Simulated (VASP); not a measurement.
H: single point with PBE

The system is H.

```
H
1.0
     2.62348   -2.56690    0.00000
     2.62348    2.56690    0.00000
     0.00000    0.00000    4.14182
H
4
Direct
  0.95330 0.04670 0.06851
  0.45330 0.54670 0.43149
  0.51749 0.48251 0.56851
  0.04670 0.95330 0.93149
```

The cell isn't the ideal one: one atom moved.

- Program: VASP 6.6.1
- Task: single point
- Functional: PBE
- Potentials or basis: VASP PAW PBE potentials, release 64 (H)
- Cutoff: 520 eV
- k mesh: 6 × 6 × 6
- Occupations: gaussian, width 0.02 eV
- Spin: no spin polarisation
- Dipole correction: no
- Further INCAR settings: ALGO = Normal; EDIFF = 1e-07; NBANDS = 10

| Item | Value |
| --- | --- |
| Pressure | 2.9 GPa |
| Largest force | 4.480 eV/Å |
| Band gap on the k mesh | 9.51 eV, indirect (least direct gap 9.87 eV) |

Forces on the atoms (eV/Å):
```
H    0.000  0.166  0.198
H    0.000  2.252 -3.871
H    0.000 -2.256  3.871
H    0.000 -0.161 -0.198
```

Stress tensor (GPa, compression positive):
```
-0.08  0.00  0.00
 0.00  2.25 -3.41
 0.00 -3.41  6.55
```

Levels at points of the mesh, in eV from the valence-band top:
| k point | band 1 | band 2 | band 3 | band 4 | band 5 | band 6 |
| --- | --- | --- | --- | --- | --- | --- |
| (0.00, 0.00, 0.00) | -1.73 | 0.00 | 11.76 | 12.69 | 13.95 | 15.55 |
| (0.50, 0.00, 0.00) | -0.95 | -0.50 | 10.94 | 11.46 | 14.14 | 14.42 |
| (0.50, 0.50, 0.00) | -0.75 | -0.24 | 10.14 | 10.74 | 14.78 | 15.70 |
| (0.00, 0.00, 0.50) | -1.06 | -0.64 | 10.62 | 10.92 | 15.90 | 16.74 |
| (0.50, 0.00, 0.50) | -0.83 | -0.37 | 9.51 | 9.81 | 16.03 | 16.23 |
| (0.50, 0.50, 0.50) | -0.65 | -0.16 | 11.27 | 11.82 | 12.86 | 12.95 |

Wall time 13 s on 1 thread of Intel(R) Xeon(R) 6975P-C (Granite Rapids), on a shared host, peak memory 0.16 GiB.

Caveat: forces of over 1 eV/Å show positions far from the minimum, so gaps and moduli don't describe the material at rest. A k mesh can miss the band edges.
